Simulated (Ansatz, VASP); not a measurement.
# One calculation of C, two programs

INCAR

```
PREC = Accurate
ENCUT = 520
EDIFF = 1E-6
ISMEAR = 0
SIGMA = 0.05
LREAL = False
LASPH = True
NELM = 80
ALGO = Normal
ISIF = 2
LWAVE = False
LCHARG = False
GGA = PE
NBANDS = 11
```

The input KPOINTS:

```
regular mesh
0
Gamma
  12 12 12
```

POSCAR

```
C
1.0
    0.0000000000      1.7410940939      1.8303809705
    1.7410940939      0.0000000000      1.8303809705
    1.7410940939      1.7410940939      0.0000000000
C
2
Direct
    0.5000000000      0.5000000000      0.5000000000
    0.7500000000      0.7500000000      0.7500000000
```

Input for Ansatz:

```yaml
crystal:
  lattice:
    - [0.0, 1.7410940939, 1.8303809705]
    - [1.7410940939, 0.0, 1.8303809705]
    - [1.7410940939, 1.7410940939, 0.0]
  atoms:
    - { symbol: C, position: [0.5, 0.5, 0.5] }
    - { symbol: C, position: [0.75, 0.75, 0.75] }
basis:
  ecutwfc: 420
kpoints:
  mp_grid: { grid: [12, 12, 12] }
hamiltonian:
  xc: pbe
scf:
  occupations: { method: gaussian, width: 0.05 }
output:
  forces: true
  stress: true
  eigenvalues: true
```

Change from the starting cell: strain -0.025 along x and y, +0.025 along z, atoms carried along.

Alike in both runs: task single point; functional PBE; k mesh 12 × 12 × 12; occupations gaussian, width 0.05 eV; no spin polarisation.

```csv
,VASP,Ansatz
version,VASP 6.6.1,Ansatz 0.2.0
potentials or method,"VASP PAW PBE potentials, release 64 (C)","scalar-relativistic, plane waves, PAW"
plane-wave cutoff (eV),520,420
valence electrons in the cell,8,8
```

|  | VASP | Ansatz | Ansatz less VASP |
| --- | --- | --- | --- |
| gap on the k mesh at the Fermi level (eV) | 3.56 | 3.57 | +0.006 |
| least direct gap on the mesh (eV) | 5.20 | 5.20 | +0.004 |
| pressure (GPa) | 12.6 | 11.9 | -0.76 |
| largest component of the traceless stress (GPa) | 33.36 | 33.38 | +0.016 |

The functional is the same, so the differences come from potentials, cutoffs and numerics.
